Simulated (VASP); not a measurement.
# WS2 in VASP: notebook

The runs below take WS2 through single point, with PBE.

Program: VASP 6.6.1. These are calculated values, not measurements. Logs are shortened: lines on timing, memory, paths and dates and some standing lists are left out, and cuts for length are marked.

### 1 Starting point

The cell holds a slab with vacuum, 12 atoms: a = 3.183 Å, b = 3.183 Å, c = 45.287 Å, α = 90.00°, β = 90.00°, γ = 120.00°.

### 2 Single point, PBE

File INCAR:

```
SYSTEM = WS2
ALGO = Normal
DIPOL = 0.5 0.5 0.500
EDIFF = 1E-7
ENCUT = 340
GGA = PE
IDIPOL = 3
ISIF = 2
ISMEAR = 0
LASPH = .True.
LCHARG = .False.
LDIPOL = .True.
LREAL = .False.
LVACPOTAV = .True.
LVHAR = .True.
LWAVE = .False.
NBANDS = 72
NELM = 120
PREC = Accurate
SIGMA = 0.05
```

File KPOINTS:

```
k-points
0
Gamma
  8 8 1
  0 0 0
```

File POSCAR:

```
WS2
1.0
    3.1832085601      0.0000000000      0.0000000000
   -1.5916042801      2.7567394787      0.0000000000
    0.0000000000      0.0000000000     45.2869860272
S W
8 4
Direct
    0.3333333300      0.6666666600      0.1324883929
    0.3333333300      0.6666666600      0.2013419843
    0.6666666700      0.3333333400      0.2760186147
    0.6666666700      0.3333333400      0.3448722061
    0.3333333300      0.6666666600      0.6551277939
    0.3333333300      0.6666666600      0.7239813853
    0.6666666700      0.3333333400      0.7986580157
    0.6666666700      0.3333333400      0.8675116071
    0.6666666700      0.3333333400      0.1669127427
    0.3333333300      0.6666666600      0.3104478564
    0.6666666700      0.3333333400      0.6895521436
    0.3333333300      0.6666666600      0.8330872573
```

Potentials or basis: VASP PAW PBE potentials, release 64 (S, W_sv).

Started as:

```sh
$ cat potpaw_PBE.64/S/POTCAR potpaw_PBE.64/W_sv/POTCAR > POTCAR
$ mpirun -np 1 vasp_std > vasp.out
```

OUTCAR:

```text
SYSTEM = WS2
   EDIFF = 1E-7
   ENCUT = 340
   GGA = PE
   ISIF = 2
   ISMEAR = 0
   LASPH = .True.
   LREAL = .False.
   NELM = 120
   PREC = Accurate

 Found     10 irreducible k-points:

 Following reciprocal coordinates:
            Coordinates               Weight
  0.000000  0.000000  0.000000      1.000000
  0.125000 -0.000000  0.000000      6.000000
  0.250000 -0.000000  0.000000      6.000000
  0.375000 -0.000000  0.000000      6.000000
  0.500000 -0.000000  0.000000      3.000000
  0.125000  0.125000  0.000000      6.000000
   k-points           NKPTS =     10   k-points in BZ     NKDIM =     10   number of bands    NBANDS=     72
   number of dos      NEDOS =    301   number of ions     NIONS =     12
   total plane-waves  NPLWV = 112000
   dimension x,y,z NGX =    20 NGY =   20 NGZ =  280
   dimension x,y,z NGXF=    40 NGYF=   40 NGZF=  560
   ions per type =               8   4
   NGX,Y,Z   is equivalent  to a cutoff of  10.45, 10.45, 10.28 a.u.
   NGXF,Y,Z  is equivalent  to a cutoff of  20.89, 20.89, 20.56 a.u.
 SYSTEM =  WS2
   PREC   = accura    normal or accurate (medium, high low for compatibility)
   ISTART =      0    job   : 0-new  1-cont  2-samecut
   ICHARG =      2    charge: 1-file 2-atom 10-const
   ISPIN  =      1    spin polarized calculation?
   LNONCOLLINEAR =      F non collinear calculations
   LSORBIT =      F    spin-orbit coupling
   LASPH  =      T    aspherical Exc in radial PAW
   ENCUT  =  340.0 eV  24.99 Ry    5.00 a.u.   4.79  4.79 68.09*2*pi/ulx,y,z
   NELM   =    120;   NELMIN=  2; NELMDL= -5     # of ELM steps
   EDIFF  = 0.1E-06   stopping-criterion for ELM
   LREAL  =      F    real-space projection
   EDIFFG = 0.1E-05   stopping-criterion for IOM
   NSW    =      0    number of steps for IOM
   IBRION =     -1    ionic relax: 0-MD 1-quasi-New 2-CG
   NFREE  =      0    steps in history (QN), initial steepest desc. (CG)
   ISIF   =      2    stress and relaxation
   ISYM   =      2    0-nonsym 1-usesym 2-fastsym
   POTIM  = 0.5000    time-step for ionic-motion
   TEBEG  =    0.0;   TEEND  =   0.0 temperature during run
   PSTRESS=    0.0 pullay stress
   NELECT =     104.0000    total number of electrons
   NUPDOWN=      -1.0000    fix difference up-down
   EMIN   =  10.00;   EMAX   =-10.00  energy-range for DOS
   EFERMI =   0.00;   METHOD = LEGACY
   ISMEAR =     0;   SIGMA  =   0.05  broadening in eV -4-tet -1-fermi 0-gaus
   EFERMI_NEDOS =   21; number of points for ismear=-14 and -15
   IALGO  =     38    algorithm
   IMIX   =      4    mixing-type and parameters
     AMIX     =   0.40;   BMIX     =  1.00
     AMIX_MAG =   1.60;   BMIX_MAG =  1.00
  volume/ion in A,a.u.               =      33.12       223.49
  Fermi-wavevector in a.u.,A,eV,Ry     =   1.047148  1.978822 14.919032  1.096518
  Thomas-Fermi vector in A             =   2.182015
   LORBIT       =      0    0 simple, 1 ext, 2 COOP (PROOUT), +10 PAW based schemes
   GGA     = PE    functional components
   LHFCALC =     F    Hartree Fock is set to
   AEXX    =    0.0000 exact exchange contribution
   IVDW    =     0    specifies the selected vdW correction
   LEPSILON=     F    determine dielectric tensor
   LRPA    =     F    only Hartree local field effects (RPA)
 non-spin polarized calculation
 Gauss-broadening in eV      SIGMA  =   0.05
  energy-cutoff  :      340.00
  volume of cell :      397.41
 maximum number of plane-waves:      5692
 NGX is ok and might be reduce to    20
   NGX =  9   NGY =  9   NGZ =137

 dipolmoment           0.000000      0.000000      0.000000 electrons x Angstroem

 number of electron     103.9999997 magnetization

 dipolmoment           0.000000      0.000000     -0.000000 electrons x Angstroem

 Free energy of the ion-electron system (eV)
  ---------------------------------------------------
  ext. energy  EPLUGINS =         0.00000000
  ---------------------------------------------------
  free energy    TOTEN  =       -94.64644304 eV

  energy without entropy =      -94.64644304  energy(sigma->0) =      -94.64644304

 E-fermi :   1.6855     XC(G=0):  -6.4016

 val. band max:        1.3286632820   @ k =   0.0000   0.0000   0.0000
 cond. band min:       3.0614629931   @ k =   0.2500   0.1250   0.0000
 fundamental gap:      1.7327997111
 Fermi energy:         1.6854618011

 k-point     1 :       0.0000    0.0000    0.0000
  band No.  band energies     occupation
      1     -72.9960      2.00000
      2     -72.9960      2.00000
      3     -72.9959      2.00000
      4     -72.9959      2.00000
      5     -37.2346      2.00000
      6     -37.2346      2.00000
[... 56 lines left out ...]
     63       4.0684      0.00000
     64       4.0684      0.00000

 k-point     2 :       0.1250   -0.0000    0.0000
  band No.  band energies     occupation
      1     -72.9935      2.00000
      2     -72.9935      2.00000
      3     -72.9934      2.00000
      4     -72.9934      2.00000
      5     -37.2257      2.00000
      6     -37.2257      2.00000
[... 56 lines left out ...]
     63       3.9036      0.00000
     64       3.9036      0.00000

 k-point     3 :       0.2500   -0.0000    0.0000
  band No.  band energies     occupation
      1     -72.9875      2.00000
      2     -72.9875      2.00000
      3     -72.9875      2.00000
      4     -72.9875      2.00000
      5     -37.2576      2.00000
      6     -37.2576      2.00000
[... 56 lines left out ...]
     63       4.3859      0.00000
     64       4.3859      0.00000

 k-point     4 :       0.3750   -0.0000    0.0000
  band No.  band energies     occupation
      1     -72.9816      2.00000
      2     -72.9816      2.00000
      3     -72.9816      2.00000
      4     -72.9816      2.00000
      5     -37.3736      2.00000
      6     -37.3736      2.00000
[... 56 lines left out ...]
     63       5.0685      0.00000
     64       5.0686      0.00000

 k-point     5 :       0.5000   -0.0000    0.0000
  band No.  band energies     occupation
      1     -72.9792      2.00000
      2     -72.9792      2.00000
      3     -72.9791      2.00000
      4     -72.9791      2.00000
      5     -37.4210      2.00000
      6     -37.4210      2.00000
[... 56 lines left out ...]
     63       5.2538      0.00000
     64       5.2538      0.00000

 k-point     6 :       0.1250    0.1250    0.0000
  band No.  band energies     occupation
      1     -72.9893      2.00000
      2     -72.9892      2.00000
      3     -72.9892      2.00000
      4     -72.9892      2.00000
      5     -37.2178      2.00000
      6     -37.2178      2.00000
[... 56 lines left out ...]
     63       3.9808      0.00000
     64       3.9809      0.00000

 [... further k-points ...]

 [bands above 64 left out]

------------------------ aborting loop because EDIFF is reached ----------------------------------------

  FORCE on cell =-STRESS in cart. coord.  units (eV):
  Direction    XX          YY          ZZ          XY          YZ          ZX
  --------------------------------------------------------------------------------------
  -------------------------------------------------------------------------------------
  Total        1.5880472      1.5880472      3.5869453     -0.0000000      0.0000000      0.0000000
  in kB        6.4023550      6.4023550     14.4610922     -0.0000000      0.0000000      0.0000000
  external PRESSURE =       9.0886007 kB  Pullay stress =       0.0000000 kB

 VOLUME and BASIS-vectors are now :
 -----------------------------------------------------------------------------
  energy-cutoff  :      340.00
  volume of cell :      397.41
      direct lattice vectors                 reciprocal lattice vectors
     3.183208560  0.000000000  0.000000000     0.314148439  0.181373686  0.000000000
    -1.591604280  2.756739479  0.000000000     0.000000000  0.362747372  0.000000000
     0.000000000  0.000000000 45.286986027     0.000000000  0.000000000  0.022081399

 POSITION                                       TOTAL-FORCE (eV/Angst)
 -----------------------------------------------------------------------------------
     -0.00000      1.83783      6.00000         0.000000      0.000000     -0.278678
     -0.00000      1.83783      9.11817        -0.000000      0.000000      0.233895
      1.59160      0.91891     12.50005        -0.000000     -0.000000     -0.233914
      1.59160      0.91891     15.61822        -0.000000      0.000000      0.278776
     -0.00000      1.83783     29.66876        -0.000000      0.000000     -0.278776
     -0.00000      1.83783     32.78693        -0.000000      0.000000      0.233914
      1.59160      0.91891     36.16881         0.000000     -0.000000     -0.233895
      1.59160      0.91891     39.28699        -0.000000     -0.000000      0.278678
      1.59160      0.91891      7.55898        -0.000000      0.000000     -0.012303
     -0.00000      1.83783     14.05925         0.000000      0.000000      0.012302
      1.59160      0.91891     31.22774         0.000000     -0.000000     -0.012302
     -0.00000      1.83783     37.72801        -0.000000     -0.000000      0.012303
 -----------------------------------------------------------------------------------
    total drift:                                0.000000      0.000000      0.000000

  FREE ENERGIE OF THE ION-ELECTRON SYSTEM (eV)
  ---------------------------------------------------
  free  energy   TOTEN  =       -94.6464430380 eV

  energy  without entropy=      -94.6464430380  energy(sigma->0) =      -94.64644304

 vacuum level on the upper side and lower side of the slab         6.719         6.719
```

It took 5.4 min on 1 thread of Intel Xeon Platinum 8259CL at 2.50GHz (Skylake/Cascade Lake), shared host; peak memory 0.37 GiB.

These settings aren't checked as converged: the numbers below hold their error.

What came out:

| Item | Value |
| --- | --- |
| Free energy | -94.6464 eV |
| Largest force | 0.279 eV/Å |
| Band gap on the k mesh | 1.73 eV, indirect (least direct gap 2.23 eV) |
| Ionisation potential of the upper face | 5.39 eV |

Caveat: spin-orbit coupling is left out, which moves the levels of the heavy elements.

### 3 Single point, PBE

Changes to INCAR since step 2:

```diff
@@ -4,3 +4,3 @@
 EDIFF = 1E-7
-ENCUT = 340
+ENCUT = 400
 GGA = PE
```

KPOINTS is that of step 2.

POSCAR is that of step 2.

Potentials or basis: VASP PAW PBE potentials, release 64 (S, W_sv).

Started as:

```sh
$ cat potpaw_PBE.64/S/POTCAR potpaw_PBE.64/W_sv/POTCAR > POTCAR
$ mpirun -np 1 vasp_std > vasp.out
```

It took 7.9 min on 1 thread of Intel Xeon Platinum 8259CL at 2.50GHz (Skylake/Cascade Lake), shared host; peak memory 0.49 GiB.

The run converged, but some of its settings lie outside the range that counts as converged, so its numbers aren't taken as properties of the slab.

Results:

```yaml
Free_energy: -94.6599 eV
Largest_force: 0.276 eV/Å
Band_gap_on_the_k_mesh: 1.73 eV, indirect (least direct gap 2.23 eV)
Ionisation_potential_of_the_upper_face: 5.39 eV
```

Caveat: spin-orbit coupling is left out, which moves the levels of the heavy elements.
